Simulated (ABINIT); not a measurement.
BaTiO3, 5 atoms in the cell. It takes space group Pm-3m (No. 221, cubic). The conventional cell has a = 3.938 Å, b = 3.938 Å, c = 3.938 Å, α = 90.00°, β = 90.00°, γ = 90.00°. Ba (site symmetry m-3m) is surrounded by 12 O at 2.78 Å. Around Ti (site symmetry m-3m) lie 6 O at 1.97 Å. Around O (site symmetry 4/mmm) lie 2 Ti at 1.97 Å.  The cell isn't the ideal one: cell relaxed.

- Program: ABINIT 10.8.3 (patched build)
- Task: single point
- Functional: LDA
- Potentials or basis: PseudoDojo NC SR LDA v0.4.1 standard
- Cutoff: 1143 eV
- k mesh: 5 × 5 × 5
- Occupations: fermi-dirac, width 0.05 eV
- Spin: no spin polarisation

Potentials or basis: PseudoDojo NC SR LDA v0.4.1 standard.

Command:

```sh
$ mpirun --bind-to none -np 4 abinit run.abi > log 2>&1
```

Hardware: 4 MPI ranks on Intel(R) Xeon(R) 6975P-C (Granite Rapids), on a shared host.

**Question.** Estimate the wall time of this run.

**Answer.** Wall time 16 s on 4 MPI ranks on Intel(R) Xeon(R) 6975P-C (Granite Rapids) (shared host), peak memory 0.32 GiB a rank. Counts: scf iterations 16, mpi ranks 4, k points 10, bands 24, plane waves 5376.
